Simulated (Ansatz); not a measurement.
## WC in Ansatz: the effect of functional

WC:

```
W C
1.0
     0.00000    2.17797    2.17797
     2.17797    0.00000    2.17797
     2.17797    2.17797    0.00000
W C
1 1
Direct
  0.00000 0.00000 0.00000
  0.50000 0.50000 0.50000
```

Measurements of this composition are mostly on another form, of space group No. 187.

The cell isn't the ideal one: volume scaled by 0.98.

Alike in all runs:

```yaml
Program: Ansatz 0.2.0
Task: single point
Potentials_or_basis: Ansatz PAW
k_mesh: 10 × 10 × 10
Occupations: fermi-dirac, width 0.05 eV
Spin: no spin polarisation
```

| functional | cutoff | pressure (GPa) |
| --- | --- | --- |
| LDA | 420 eV (not typed: the program's choice for these potentials) | -9.1 |
| PBEsol | 420 eV (not typed: the program's choice for these potentials) | -2.9 |
| r2SCAN | 500 eV (not typed: the program's choice for these potentials) | ? |

Q: What does the run with functional r2SCAN give?

A: Pressure 2.2 GPa.

Caveats: the PAW data sets come from PBE, with cores solved anew for the run's functional, which leaves a small shift of forces and pressure.
